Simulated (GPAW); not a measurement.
# Cr (P-1) in GPAW: single point with PBE

Aim: the single point of Cr with PBE.

Program: GPAW 26.7.0. These are calculated values, not measurements. Logs are shortened: lines on timing, memory, paths and dates and some standing lists are left out, and cuts for length are marked. The log counts tension as positive stress, the text compression.

## 1. The cell of the first run

The typed cell holds 1 atom: a = 2.562 Å, b = 2.541 Å, c = 2.350 Å, α = 105.10°, β = 107.45°, γ = 114.24°.

This isn't the form of Cr at room conditions, which is bcc.

## 2. Single point, PBE, collinear spin, ferromagnetic start (cell sheared at random, sigma 0.06, atoms nudged by 0.01 Å)

Contents of run.py:

```python
from ase import Atoms
from ase.dft.bandgap import bandgap
from ase.io import write
from ase.units import GPa
from gpaw import GPAW, PW

atoms = Atoms(['Cr'],
              cell=[[-1.49433666, 1.54520073, 1.39321534],
                    [1.56967216, -1.45095608, 1.37430619],
                    [1.40634308, 1.3629625, -1.29897069]],
              scaled_positions=[[0.0, 0.0, 0.0]],
              pbc=True)
atoms.set_initial_magnetic_moments([4.0])

calc = GPAW(mode=PW(450),
            xc='PBE',
            kpts={'size': (10, 10, 10), 'gamma': True},
            occupations={'name': 'fermi-dirac', 'width': 0.05},
            setups={'Cr': 'v3'},
            nbands=-8,
            maxiter=120,
            txt='gpaw.txt')
atoms.calc = calc
energy = atoms.get_potential_energy()
forces = atoms.get_forces()
stress = atoms.get_stress()
calc.write('gs.gpw')
write('result.traj', atoms)
print(f'Energy: {energy:.6f} eV')
print('Forces (eV/A):')
print(forces.round(4))
print('Stress (GPa):', (stress / GPa).round(3))
print('Moments:', calc.get_magnetic_moments().round(3))
print('Fermi level:', round(calc.get_fermi_level(), 4), 'eV')
print(f'Gap: {bandgap(calc)[0]:.4f} eV, direct: {bandgap(calc, direct=True)[0]:.4f} eV')
```

Potentials or basis: GPAW PAW data sets (gpaw-data 1.2.1), newer versions, pw.

The run is started by

```bash
$ OMP_NUM_THREADS=1 python run.py
```

gpaw.txt:

```text
__  _  _
 | _ |_)|_||  |
 |__||  | ||/\| - 26.7.0

Input parameters:
  mode=PW(ecut=450.00000000000006),
  kpts=MonkhorstPack(size=(10, 10, 10), gamma=True),
  maxiter=120,
  nbands=-8,
  occupations=Occupations(name='fermi-dirac', width=0.05),
  setups={'Cr': 'v3'},
  xc=XC(name='PBE')

Diagonalizing LCAO Hamiltonian
Converting LCAO to pw mode

       Cr

Atoms  # Å, Bohr magnetons
|   | symbol |        x |        y |        z |    initial magnetic moments |
|---|--------|----------|----------|----------|-----------------------------|
| 0 |     Cr | 0.000000 | 0.000000 | 0.000000 | ( 0.0000,  0.0000,  4.0000) |

Unit cell  # Å
| periodic |         x |         y |         z |  lengths |     angles |
|----------|-----------|-----------|-----------|----------|------------|
|      yes | -1.494337 |  1.545201 |  1.393215 | 2.561589 | 105.095405 |
|      yes |  1.569672 | -1.450956 |  1.374306 | 2.541232 | 107.450394 |
|      yes |  1.406343 |  1.362963 | -1.298971 | 2.350062 | 114.243440 |

Number of symmetries: 2
Symmetry operations  # r_c * U_cc + t_c -> r_c
|   | kind |            matrix            |
|---|------|------------------------------|
| 0 |  E   |  1, 0, 0,  0, 1, 0,  0, 0, 1 |
| 1 |  i   | -1, 0, 0,  0,-1, 0,  0, 0,-1 |

BZ-sampling:
  Number of BZ points: 1000
  Number of IBZ points: 504

  Monkhorst-Pack size: [10, 10, 10]
  Monkhorst-Pack shift: [0.05, 0.05, 0.05]

K-points  # in reciprocal-cell coordinates
|     |                                coordinates |     weight |
|-----|--------------------------------------------|------------|
|   0 | (  0.00000000,   0.00000000,   0.00000000) | 0.00100000 |
|   1 | (  0.00000000,   0.00000000,   0.10000000) | 0.00200000 |
|   2 | (  0.00000000,   0.00000000,   0.20000000) | 0.00200000 |
|   3 | (  0.00000000,   0.00000000,   0.30000000) | 0.00200000 |
|   4 | (  0.00000000,   0.00000000,   0.40000000) | 0.00200000 |
|   5 | (  0.00000000,   0.00000000,   0.50000000) | 0.00100000 |
|   6 | (  0.00000000,   0.10000000,  -0.40000000) | 0.00200000 |
|   7 | (  0.00000000,   0.10000000,  -0.30000000) | 0.00200000 |
|   8 | (  0.00000000,   0.10000000,  -0.20000000) | 0.00200000 |
|   9 | (  0.00000000,   0.10000000,  -0.10000000) | 0.00200000 |
| ... |                                            |            |
| 503 | (  0.50000000,   0.50000000,   0.50000000) | 0.00100000 |

Plane wave coefficients: 270
Cutoff: 450.00000000000006 eV

Spin-components: 2 (collinear spins)
Bands:           17
Projectors:      6
Spin-degeneracy: 1
Datatype:        complex128

Parallelization:
  kpt:    1
  domain: 1
  band:   1

Density:
  Valence electrons: 14.0
  Components: 2
  Grid points: [14 14 12]
  Charge: 0.0  # |e|

Potential:
  Grid points: [14 14 12]

species:
  Cr:
    name:    Chromium
    Z:       24.0
    valence: 14
    core:    10
    charge:  0.0  # [|e|]
    compensation charges:
      type: gauss
      rc: 0.32  # [Å]
      lmax: 2
    cutoffs:
      filter: 2.13  # [Å]
      core: 0.92  # [Å]
    projectors
    | kind |    occ | energy [eV] | rcut [Å] |
    |------|--------|-------------|----------|
    |   3s |  2.000 |     -73.991 |    1.058 |
    |   4s |  1.000 |      -4.007 |    1.058 |
    |   3p |  6.000 |     -45.444 |    1.217 |
    |   4p |  0.000 |      -0.989 |    1.217 |
    |   3d |  5.000 |      -2.913 |    1.111 |
    |    d |        |      24.298 |    1.111 |

    Using partial waves for Cr as LCAO basis

Reference energy: -28586.150033  # eV

eigensolver:
  PPCG
  Converge bands: occupied
  niter=2

density mixing:
  MSR1-Mixer
  Pratt-step length: 0.05
  Maximum mixing coefficient: 0.75
  Old densities: 10
  SVD Regularization: 0.005
  Good broyden scale: 1.0
  Trust region scale: 1.0
  Backstep threshold: 4.0
  History deletion threshold: 6.0
  Fourier metric: weight=20.0, sigma=0.015

occupation numbers:
  Fermi-Dirac:
    width: 0.0500  # eV

poisson solver:
  ecut: 3600.0000000000005  # eV

xc functional:
  name: PBE with 2 nearest neighbor stencil

convergence criteria:
- Maximum [total energy] change in last 3 cyles: 0.0005 eV / valence electron
- Maximum integral of absolute [dens]ity change: 0.0001 electrons / valence electron
- Maximum integral of absolute [eigenst]ate change: 4e-08 eV^2 / valence electron
maximum number of iterations: 120

SCF iterations
|iter     | |      energy | eigst |  dens |  magmom |
|---------|-|-------------|-------|-------|---------|
|iter:   1| |   -7.706935 | -0.97 |       |  +3.9960|
|iter:   2| |   -7.781324 | -3.59 | -0.76 |  +3.8932|
|iter:   3| |   -9.438970 | -1.96 | -0.77 |  -0.1587|
|iter:   4| |   -9.436587 | -2.19 | -1.22 |  +0.6193|
|iter:   5| |   -9.376937 | -2.60 | -1.23 |  -0.2578|
|iter:   6| |   -9.394990 | -3.70 | -1.67 |  +0.0833|
|iter:   7| |   -9.396134 | -4.27 | -2.15 |  -0.0464|
|iter:   8| |   -9.396470c| -5.37 | -2.43 |  -0.0129|
|iter:   9| |   -9.396521c| -5.96 | -3.00 |  -0.0013|
|iter:  10| |   -9.396523c| -7.37 | -3.82 |  +0.0004|
|iter:  11| |   -9.396523c| -7.82c| -4.44c|  -0.0000|

Converged in 11 steps
Energy contributions relative to reference atoms: (reference = -28586.150033)

Energy contributions:
  Kinetic:           1.380256
  Coulomb:          -6.979116
  Zero:              0.172745
  External:          0.000000
  Xc:               -3.966849
  Entropy:          -0.007118
  Spinorbit:         0.000000
  ----------------------------
  Free energy:      -9.400082
  Extrapolated:     -9.396523

dipole moment: (-4.807551, -4.728150, -4.764956)  # |e|*Ang

Total magnetic moment: (0.000000, 0.000000, -0.000034)

Local magnetic moments
|        x |        y |         z |
|----------|----------|-----------|
| 0.000000 | 0.000000 | -0.000020 |  # Cr   0

Fermi level: 12.095
Eigenvalues  # (at kpt = [0.000, 0.000, 0.000])
| band index |      eig [eV] | occ [0-1] |      eig [eV] | occ [0-1] |
|------------|---------------|-----------|---------------|-----------|
|          0 |       -59.912 |     1.000 |       -59.912 |     1.000 |
|          1 |       -30.785 |     1.000 |       -30.785 |     1.000 |
|          2 |       -30.746 |     1.000 |       -30.746 |     1.000 |
|          3 |       -30.563 |     1.000 |       -30.563 |     1.000 |
|          4 |         4.266 |     1.000 |         4.266 |     1.000 |
|          5 |        10.440 |     1.000 |        10.440 |     1.000 |
[... 9 lines left out ...]
|         15 |        43.897 |     0.000 |        43.897 |     0.000 |
|         16 |        45.015 |     0.000 |        45.015 |     0.000 |

No gap
No difference between direct/indirect transitions

Forces  # eV/Ang
|       x |       y |       z |
|---------|---------|---------|
| 0.00000 | 0.00000 | 0.00000 |  # Cr   0

Stress tensor  # eV/Ang^3
|         x |         y |         z |
|-----------|-----------|-----------|
|  0.094246 | -0.042288 |  0.030798 |
| -0.042288 |  0.061042 |  0.033664 |
|  0.030798 |  0.033664 | -0.025682 |

# Writing to gs.gpw (mode='')
```

Run time: 2.1 min. Hardware: 1 thread of Arm Neoverse V1, shared host; peak memory 0.23 GiB.

What came out:

```
Free energy            : -9.4001 eV
Pressure               : -6.9 GPa
Band gap on the k mesh : none (metal or under the smearing width)
Net moment             : 0.00 μB per cell
```

Levels at points of the mesh, in eV from the Fermi level:
Spin up:
| k point | band 3 | band 4 | band 5 | band 6 | band 7 | band 8 | band 9 | band 10 | band 11 | band 12 |
| --- | --- | --- | --- | --- | --- | --- | --- | --- | --- | --- |
| (0.00, 0.00, 0.00) | -42.84 | -42.66 | -7.83 | -1.65 | -0.80 | -0.49 | 0.91 | 1.41 | 20.31 | 22.32 |
| (0.00, 0.00, 0.50) | -43.05 | -42.83 | -4.27 | -1.86 | 0.51 | 0.94 | 1.19 | 2.75 | 9.72 | 17.02 |
| (0.00, 0.50, 0.00) | -43.06 | -42.71 | -4.35 | -2.65 | 0.56 | 1.19 | 1.78 | 2.51 | 9.00 | 16.34 |
| (0.00, 0.50, 0.50) | -43.14 | -42.86 | -4.35 | -2.58 | 0.94 | 1.43 | 1.96 | 2.88 | 10.49 | 15.80 |
| (0.50, 0.00, 0.00) | -43.06 | -42.72 | -4.36 | -2.85 | 0.62 | 1.45 | 1.83 | 2.52 | 9.08 | 16.25 |
| (0.50, 0.00, 0.50) | -43.11 | -42.84 | -4.32 | -2.37 | 0.71 | 1.44 | 1.61 | 2.78 | 10.15 | 16.28 |
| (0.50, 0.50, 0.00) | -42.99 | -42.68 | -4.33 | -2.23 | 0.07 | 0.95 | 1.48 | 2.45 | 8.45 | 17.32 |
| (0.50, 0.50, 0.50) | -43.32 | -43.23 | -4.28 | -4.07 | 1.97 | 2.05 | 2.87 | 9.14 | 10.00 | 11.89 |
Spin down:
```csv
k point,band 5,band 6,band 7,band 8,band 9,band 10
"(0.00, 0.00, 0.00)",-7.83,-1.65,-0.80,-0.49,0.91,1.41
"(0.00, 0.00, 0.50)",-4.27,-1.86,0.51,0.94,1.19,2.75
"(0.00, 0.50, 0.00)",-4.35,-2.65,0.56,1.19,1.78,2.51
"(0.00, 0.50, 0.50)",-4.35,-2.58,0.94,1.43,1.96,2.88
"(0.50, 0.00, 0.00)",-4.36,-2.85,0.62,1.45,1.83,2.52
"(0.50, 0.00, 0.50)",-4.32,-2.37,0.71,1.44,1.61,2.78
"(0.50, 0.50, 0.00)",-4.33,-2.23,0.07,0.95,1.48,2.45
"(0.50, 0.50, 0.50)",-4.28,-4.07,1.97,2.05,2.87,9.14
```

Caveat: the cutoff is short for stress and forces, so pressures can be off by a GPa or more; the starting moments collapsed, and a magnetic state may lie lower.
